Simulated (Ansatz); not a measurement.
# BeS: the cost of one run

Code: Ansatz 0.2.0. PAW datasets, plane waves. Note: simulated data, non-magnetic, for a generated structure that need not be the stable one.

## (1) Starting point

The unstrained cell was relaxed with r2SCAN; in each strained cell the atoms were relaxed again with r2SCAN. Names of k-points are those of the unstrained zone, where strain can split equivalent points. First state: +5.3 % biaxial strain in x and y, z held.

Space group P6_3/mmc (No. 194), hexagonal; a = 3.474 Å, c = 5.255 Å in the conventional setting, 13.73 Å³ an atom. Be has 6 S at 2.40 Å and 2 Be at 2.63 Å; S has 6 Be at 2.40 Å.

As a file:

```cif
data_structure
_symmetry_space_group_name_H-M 'P 1'
_symmetry_Int_Tables_number 1
_cell_length_a 3.4738
_cell_length_b 3.4738
_cell_length_c 5.2552
_cell_angle_alpha 90.000
_cell_angle_beta 90.000
_cell_angle_gamma 120.000
_cell_volume 54.92
loop_
_atom_site_label
_atom_site_type_symbol
_atom_site_fract_x
_atom_site_fract_y
_atom_site_fract_z
_atom_site_occupancy
Be1 Be 0.00000 0.00000 0.00000 1
Be2 Be 0.00000 0.00000 0.50000 1
S1 S 0.33333 0.66667 0.25000 1
S2 S 0.66667 0.33333 0.75000 1
```

## (2) +5.3 % biaxial strain in x and y, z held: PBE

The input, input.yaml:

```yaml
crystal:
  lattice:
    - [3.4738283673, 0.0, 0.0]
    - [-1.7369141836, 3.0084236145, 0.0]
    - [0.0, 0.0, 5.2552221102]
  atoms:
    - { symbol: Be, position: [0.0, 0.0, 0.0] }
    - { symbol: Be, position: [0.0, 0.0, 0.5] }
    - { symbol: S, position: [0.3333333333, 0.6666666667, 0.25] }
    - { symbol: S, position: [0.6666666667, 0.3333333333, 0.75] }
kpoints:
  mp_grid: { grid: [12, 12, 6] }
  band_path:
    path:
      - [0.0, 0.0, 0.0]
      - [0.5, 0.0, 0.0]
      - [0.3333333333, 0.3333333333, 0.0]
      - [0.0, 0.0, 0.5]
      - [0.5, 0.0, 0.5]
      - [0.3333333333, 0.3333333333, 0.5]
    npoints: 1
hamiltonian:
  xc: pbe
scf:
  occupations: { method: fermi_dirac, width: 0.02 }
  n_extra_bands: 5
output:
  forces: true
  stress: true
  eigenvalues: true
```

Started as:

```
$ ansatz run input.yaml --threads 4 --pin off --max-ram 3686MiB --backend cpu --events-out ev --progress --plain --runs-dir out
```

**Question.** How long does this run take on 4 threads of Arm Neoverse N1, shared host, and how much memory does it need?

About 2.1 s, with a peak of 0.4 GiB.
